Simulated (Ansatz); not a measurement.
# CdO: the cost of one run

Computed with Ansatz 0.2.0 (DFT r2SCAN, scalar-relativistic, plane waves, PAW, unless a step's input says otherwise).

### 1 Starting point

The structure is cubic, space group Fm-3m (No. 225). Conventional cell: a = 4.722 Å, b = 4.722 Å, c = 4.722 Å, α = 90.00°, β = 90.00°, γ = 90.00°. Cd (site symmetry m-3m) is surrounded by 6 O at 2.36 Å. Around O (site symmetry m-3m) lie 6 Cd at 2.36 Å.

Coordinates:

```xyz
2
Lattice="0.0000 2.3610 2.3610 2.3610 0.0000 2.3610 2.3610 2.3610 0.0000" Properties=species:S:1:pos:R:3 pbc="T T T"
Cd    0.0000    0.0000    0.0000
O     2.3610    2.3610    2.3610
```

Source of the structure: the Materials Project (structure only).

(A quick probe on a coarse mesh, which set the mesh and smearing, is not shown.)

### 3 Full relaxation

File input.yaml:

```yaml
crystal:
  lattice:
    - [0.0, 2.3609927699, 2.3609927699]
    - [2.3609927699, 0.0, 2.3609927699]
    - [2.3609927699, 2.3609927699, 0.0]
  atoms:
    - { symbol: Cd, position: [0.0, 0.0, 0.0] }
    - { symbol: O, position: [0.5, 0.5, 0.5] }
basis:
  ecutwfc: 500
kpoints:
  mp_grid: { grid: [16, 16, 16] }
hamiltonian:
  xc: r2scan
scf:
  occupations: { method: gaussian, width: 0.1 }
output:
  forces: true
  stress: true
  eigenvalues: true
relax:
  adjacent_minimum: "off"
  f_tol: 0.005
  max_steps: 80
  cell: { stress_tol: 0.05 }
```

Started as:

```sh
$ ansatz run input.yaml --threads 1 --pin off --max-ram 1331MiB --backend cpu --events-out ev --progress --plain --runs-dir out
```

Q: Estimate wall time and peak memory on 1 thread of Arm Neoverse N1, shared host.

About 51 s, with a peak of 0.47 GiB.
